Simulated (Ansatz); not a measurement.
# C (R-3m) in Ansatz: reference runs

Reference runs on C: the cell as given and a disturbed copy.

Everything below comes from runs of Ansatz 0.2.0. Logs are shortened: lines on timing, memory, paths and dates and some standing lists are left out, and cuts for length are marked.

## (1) The structure

The structure is trigonal, space group R-3m (No. 166). The conventional cell has a = 2.466 Å, b = 2.466 Å, c = 24.848 Å, α = 90.00°, β = 90.00°, γ = 120.00°. Around C (site symmetry 3m) lie 3 C at 1.42 Å. C (site symmetry 3m) has 3 C at 1.42 Å as nearest neighbours.

This isn't the form of C at room conditions, which is graphite.

## (2) Single point, PBE

Contents of input.yaml:

```yaml
crystal:
  lattice:
    - [1.2331880975, 0.7119814801, 8.2826151019]
    - [-1.2331880975, 0.7119814801, 8.2826151019]
    - [0.0, -1.4239629601, 8.2826151019]
  atoms:
    - { symbol: C, position: [0.08717308, 0.08717308, 0.08717308] }
    - { symbol: C, position: [0.75385006, 0.75385006, 0.75385006] }
    - { symbol: C, position: [0.24614994, 0.24614994, 0.24614994] }
    - { symbol: C, position: [0.91282692, 0.91282692, 0.91282692] }
hamiltonian:
  xc: pbe
  pseudopotentials: { kind: paw }
kpoints:
  mp_grid: { grid: [12, 12, 12] }
scf:
  occupations: { method: fermi_dirac, width: 0.05 }
output:
  forces: true
  stress: true
  eigenvalues: true
  write_density: true
  write_potential: true
  elf: true
  volumetric_format: npy
```

Potentials or basis: Ansatz PAW.

On the command line:

```bash
$ ansatz run input.yaml --threads 2 --pin off --max-ram 5120MiB --backend cpu --events-out ev --progress --plain --runs-dir out
```

The log of the run:

```text
Warning: RAYON_NUM_THREADS=2 ignored (pool sized by the plan → 2); use --threads N
basis.fft_grid_basis auto: the FFT boxes are laid along the combinations [[1, -1, 0], [0, 1, 0], [0, -1, 1]] of the cell's own vectors, 2.466, 8.404 and 2.466 Å long. The dense box has 18×60×18 points. Along the cell's own vectors, as sized, it would have 60×60×60, 11.11 times as many. Of the 12 symmetry operations that the crystal satisfies within crystal.symmetry.tolerance (time reversal apart; of a slab, those that keep its plane) the dense box along the cell's own vectors carries 12, and the one as laid loses 8 of those. basis.fft_grid_basis: typed keeps the cell's own vectors: state it where this run's energies or levels are differenced outside the engine with another run's, or held beside a run that keeps those vectors. Those combinations have planes normal to reciprocal vector 3, as the cell's own vectors have. Each planar average written beside output.write_density, output.write_potential has a row for each plane of the box: 18. The volumetric files lie along those combinations, not along the cell's own vectors: a cube or XSF file states them, and fields.json those of NumPy files.
Engine: ansatz 0.2.0, aarch64-unknown-linux-gnu
Pseudopotentials: kind: paw
Pseudopotential: C, paw, valence charge 4, recommended cutoff 420 eV (normal), C.paw.azcp
Functional definition: PBE
  parameter kappa = 0.804
  parameter beta = 0.06672455060314922
  exchange = pbe_x(kappa = kappa, mu = beta*pi^2/3)
  correlation = pbe_c(beta = beta)
Crystal: 4 atoms, lattice volume = 43.633 Å³
Basis set: ecut = 420 eV, 819 PW (Γ), FFT grids on a1−a2, a2, −a2+a3, exchange–correlation on 36×120×36 points (8 copies of the dense FFT grid, shifted against one another)
Bands: 12, of which v1, the nominal top of the filled ones, is band 8 counted from 1 (7 counted from 0)
Symmetry: 12 space group operations
Space group: R-3m (ITA 166), of the structure as read, at distance tolerance 3.5e-5 Å
k-points: 189 of 1728
Non-local potential: C, projectors of the file, l = 0: 2, l = 1: 2, l = 2: 1
PAW form: soft (Blöchl's): semilocal exchange-correlation on the pseudo side does not see the compensation charge
PAW one-centre angular grid: C, 110 points (default); XC on 64 Gauss nodes
Initial density: superposition of atomic densities (neutral atoms: chi_scale 0, normalization atom), corrected by the library's trained network
Initial wavefunctions: pseudopotential atomic-orbital guess
Functional: x = pbe(κ = 0.804, μ = 0.2195149727645171), c = pbe(β = 0.06672455060314922)
SCF iter   1: F=—  HF=-1003.764615 eV  |F-HF|=—  |Δ(HF+E_count)|=         —  Δρ=3.92e-3  dr2=8.23e-3  ethr=1.77e-3  ⟨swp⟩=5.9  Hψ=13265  notcnv=0
preconditioner: auto → LDOS  [insulator: Δε(μ)=0.179 eV  Ē_g=15.390 eV  σ=0.050 eV  W_gap=0.71  n_scr=6 (ndim 8)  ℏωp=22.5 eV  f_vac=0.206  D(μ)=0.19/eV (n_scr^D=2)  ε∞_Penn≈3.1  β→1.0]
SCF iter   2: F=—  HF=-1003.763865 eV  |F-HF|=—  |Δ(HF+E_count)|=   7.50e-4  Δρ=1.51e-3  dr2=1.26e-3  ethr=5.15e-5  ⟨swp⟩=2.0  Hψ=5942  notcnv=0
SCF iter   3: F=—  HF=-1003.763327 eV  |F-HF|=—  |Δ(HF+E_count)|=   5.38e-4  Δρ=2.04e-4  dr2=4.80e-5  ethr=7.85e-6  ⟨swp⟩=2.1  Hψ=3739  notcnv=0
SCF iter   4: F=—  HF=-1003.763308 eV  |F-HF|=—  |Δ(HF+E_count)|=   1.84e-5  Δρ=1.01e-4  dr2=1.57e-5  ethr=3.00e-7  ⟨swp⟩=2.4  Hψ=3650  notcnv=0
SCF iter   5: F=—  HF=-1003.763305 eV  |F-HF|=—  |Δ(HF+E_count)|=   3.17e-6  Δρ=3.68e-5  dr2=1.98e-6  ethr=9.84e-8  ⟨swp⟩=2.1  Hψ=2888  notcnv=0
SCF iter   6: F=-1003.763305 eV  HF=-1003.763305 eV  |F-HF|=4.60e-8  |Δ(HF+E_count)|=   3.85e-7  Δρ=6.36e-6  dr2=5.77e-8  ethr=6.25e-10  ⟨swp⟩=7.6  Hψ=15528  notcnv=0
SCF 1 converged in 6 iterations: F = -1003.763305 eV  dr2 = 5.77e-8
SCF converged after 6 iterations
Free energy (F): -1003.763305 eV
Harris-Foulkes:  -1003.763305 eV  (|F-HF|=4.60e-8)
Internal energy: -1003.761644 eV  (E = F + TS)
E sigma→0 (E₀):  -1003.762474 eV
Entropy (-TS):   -0.001660 eV (-0.415 meV/atom)
Fermi energy:    4.864798 eV
--- Per-component energies (eV) ---
  E_band       = -68.482229
  E_kinetic    = 363.259882
  E_local      = -874.101705  (includes V_loc(G=0)·N_el)
  E_nonlocal   = 109.145689
  E_hartree    = 298.955974
  E_xc         = -191.859927
  E_vxc        = -237.507760  (∫ρ·V_xc dr)
  E_paw        = -397.357003  (= ΣΔE_a)
  E_vpaw       = -27.191114  (= ΣTr[D̂ρ^β])
  E_aug_tail   = 0.000029  (compensation charges beyond the density's cutoff)
  E_ewald      = -311.804584
  E_smearing   = -0.001660  (= −TS)
  E_closure    = -0.000000  (closes the sum)
  Σ components = -1003.763305   (vs F -1003.763305, Δ=0.00e0)
--- Forces (eV/Å), atoms counted from 1 ---
  atom   1  C      0.00000000    -0.00000000    -0.00428142
  atom   2  C     -0.00000000    -0.00000000    -0.01148887
  atom   3  C      0.00000000     0.00000000     0.01148887
  atom   4  C     -0.00000000     0.00000000     0.00428142
  max |Σ_I F_I| component: 8.67e-19 eV/Å
--- Stress (GPa, compression-positive) ---
        0.066804      -0.000000      -0.000000
       -0.000000       0.066804       0.000000
       -0.000000       0.000000       0.225873
  P = ⅓ Tr σ = 0.1198 GPa (1.198 kbar)
--- Band table (eV; the first three rows and the last of 189) ---
  k-point 0: bands = ["-14.6775", "-14.6248", "-3.0481", "-2.4379", "1.8187", "1.8187", "1.8222", "1.8222", "8.0348", "11.6767", "13.1856", "13.1856"]
  k-point 1: bands = ["-14.5133", "-14.4614", "-2.8487", "-2.2456", "1.1665", "1.1705", "1.4799", "1.4834", "8.2523", "11.8570", "13.2495", "13.2531"]
  k-point 2: bands = ["-14.0225", "-13.9729", "-2.2564", "-1.6746", "-0.4737", "-0.4669", "0.6864", "0.6897", "8.9050", "12.3798", "13.1820", "13.1977"]
  k-point 188: bands = ["-14.6625", "-14.6401", "-2.8458", "-2.6685", "1.8183", "1.8183", "1.8217", "1.8217", "9.2171", "9.6539", "13.1834", "13.1834"]
```

It took 5 s on 2 threads of Arm Neoverse V1, shared host; peak memory 0.36 GiB.

Results:

- Free energy: -1003.7633 eV
- Pressure: 0.1 GPa
- Largest force: 0.011 eV/Å
- Band gap on the k mesh: 0.18 eV, direct

Forces in eV/Å, atoms in the order of the input:
```
C    0.000  0.000 -0.004
C    0.000  0.000 -0.011
C    0.000  0.000  0.011
C    0.000  0.000  0.004
```

Caveat: the pressure holds a Pulay correction of +0.4 GPa for the finite cutoff. A k mesh can miss the band edges.

## (3) Single point, PBE (atoms moved at random, drawn with an rms of 0.05 Å)

Contents of input.yaml:

```yaml
crystal:
  lattice:
    - [1.2331880975, 0.7119814801, 8.2826151019]
    - [-1.2331880975, 0.7119814801, 8.2826151019]
    - [0.0, -1.4239629601, 8.2826151019]
  atoms:
    - { symbol: C, position: [0.094997, 0.084018, 0.079573] }
    - { symbol: C, position: [0.748617, 0.765076, 0.746258] }
    - { symbol: C, position: [0.225223, 0.242471, 0.268782] }
    - { symbol: C, position: [0.910756, 0.928691, 0.900702] }
hamiltonian:
  xc: pbe
  pseudopotentials: { kind: paw }
kpoints:
  mp_grid: { grid: [12, 12, 12] }
scf:
  occupations: { method: fermi_dirac, width: 0.05 }
output:
  forces: true
  stress: true
  eigenvalues: true
```

Potentials or basis: Ansatz PAW.

On the command line:

```bash
$ ansatz run input.yaml --threads 2 --pin off --max-ram 5120MiB --backend cpu --events-out ev --progress --plain --runs-dir out
```

The log of the run:

```text
Warning: RAYON_NUM_THREADS=2 ignored (pool sized by the plan → 2); use --threads N
basis.fft_grid_basis auto: the FFT boxes are laid along the combinations [[1, 0, -1], [0, 1, -1], [0, 0, 1]] of the cell's own vectors, 2.466, 2.466 and 8.404 Å long. The dense box has 18×18×60 points. Along the cell's own vectors, as sized, it would have 60×60×60, 11.11 times as many. basis.fft_grid_basis: typed keeps the cell's own vectors: state it where this run's energies or levels are differenced outside the engine with another run's, or held beside a run that keeps those vectors.
Engine: ansatz 0.2.0, aarch64-unknown-linux-gnu
Pseudopotentials: kind: paw
Pseudopotential: C, paw, valence charge 4, recommended cutoff 420 eV (normal), C.paw.azcp
Functional definition: PBE
  parameter kappa = 0.804
  parameter beta = 0.06672455060314922
  exchange = pbe_x(kappa = kappa, mu = beta*pi^2/3)
  correlation = pbe_c(beta = beta)
Crystal: 4 atoms, lattice volume = 43.633 Å³
Basis set: ecut = 420 eV, 819 PW (Γ), FFT grids on a1−a3, a2−a3, a3, exchange–correlation on 36×36×120 points (8 copies of the dense FFT grid, shifted against one another)
[... 35 lines left out ...]
  E_paw        = -397.408728  (= ΣΔE_a)
  E_vpaw       = -27.252472  (= ΣTr[D̂ρ^β])
  E_aug_tail   = 0.000030  (compensation charges beyond the density's cutoff)
  E_ewald      = -312.097102
  E_smearing   = -0.000203  (= −TS)
  E_closure    = 0.000000  (closes the sum)
  Σ components = -1003.564430   (vs F -1003.564430, Δ=0.00e0)
--- Forces (eV/Å), atoms counted from 1 ---
  atom   1  C     -1.69380849    -0.00409026     0.17817086
  atom   2  C      1.69401342     0.00424337    -0.19801221
  atom   3  C     -0.04208083     4.44698067     0.50020208
  atom   4  C      0.04187440    -4.44714260    -0.48037305
  max |Σ_I F_I| component: 1.23e-5 eV/Å
--- Stress (GPa, compression-positive) ---
       -1.353427       1.050491       0.074506
        1.050489       5.522760      -0.499831
        0.074506      -0.499830       0.254351
  P = ⅓ Tr σ = 1.4746 GPa (14.746 kbar)
--- Band table (eV; the first three rows and the last of 868) ---
  k-point 0: bands = ["-14.6798", "-14.6276", "-3.0538", "-2.4489", "0.7399", "1.3173", "2.3320", "3.0128", "8.0293", "11.6554", "11.7091", "12.5206"]
  k-point 1: bands = ["-14.5167", "-14.4655", "-2.8526", "-2.2543", "0.2009", "0.8201", "1.8374", "2.5439", "8.2466", "11.8374", "12.5317", "12.8014"]
  k-point 2: bands = ["-14.0293", "-13.9807", "-2.2541", "-1.6765", "-1.2101", "-0.6138", "0.8376", "1.5263", "8.8970", "12.3720", "12.9862", "13.8803"]
  k-point 867: bands = ["-14.6645", "-14.6432", "-2.8459", "-2.6852", "0.7398", "1.3169", "2.3316", "3.0123", "9.2267", "9.6210", "11.7096", "12.5212"]
```

Wall time 28 s (2 threads of Arm Neoverse V1, shared host); peak memory 0.77 GiB.

What came out:

* Free energy: -1003.5644 eV
* Pressure: 1.5 GPa
* Largest force: 4.475 eV/Å
* Band gap on the k mesh: 0.40 eV, indirect (least direct gap 0.43 eV)

Forces in eV/Å, atoms in the order of the input:
```
C   -1.694 -0.004  0.178
C    1.694  0.004 -0.198
C   -0.042  4.447  0.500
C    0.042 -4.447 -0.480
```

Stress tensor (GPa, compression positive):
```
-1.35  1.05  0.07
 1.05  5.52 -0.50
 0.07 -0.50  0.25
```

Levels at points of the mesh, in eV from the valence-band top:
| k point | band 4 | band 5 | band 6 | band 7 | band 8 | band 9 | band 10 | band 11 | band 12 |
| --- | --- | --- | --- | --- | --- | --- | --- | --- | --- |
| (0.00, 0.00, 0.00) | -7.11 | -3.92 | -3.34 | -2.33 | -1.64 | 3.37 | 7.00 | 7.05 | 7.86 |
| (0.00, 0.00, -0.50) | -13.04 | -6.20 | -5.74 | -2.20 | -1.54 | 0.96 | 1.93 | 7.51 | 7.83 |
| (0.00, -0.50, 0.00) | -12.69 | -6.43 | -6.39 | -2.56 | -2.25 | 2.05 | 2.54 | 7.24 | 7.47 |
| (0.00, -0.50, -0.50) | -12.70 | -6.38 | -6.03 | -2.45 | -1.94 | 1.53 | 2.36 | 7.24 | 7.64 |
| (-0.50, 0.00, 0.00) | -12.70 | -6.38 | -6.03 | -2.48 | -1.90 | 1.50 | 2.40 | 7.24 | 7.64 |
| (-0.50, 0.00, -0.50) | -12.69 | -6.43 | -6.39 | -2.50 | -2.31 | 2.13 | 2.45 | 7.24 | 7.48 |
| (-0.50, -0.50, 0.00) | -13.04 | -6.20 | -5.74 | -2.18 | -1.57 | 0.99 | 1.89 | 7.51 | 7.83 |
| (-0.50, -0.50, -0.50) | -7.34 | -3.92 | -3.34 | -2.33 | -1.65 | 4.57 | 4.96 | 7.05 | 7.86 |

Caveat: the pressure holds a Pulay correction of +0.5 GPa for the finite cutoff. A k mesh can miss the band edges.
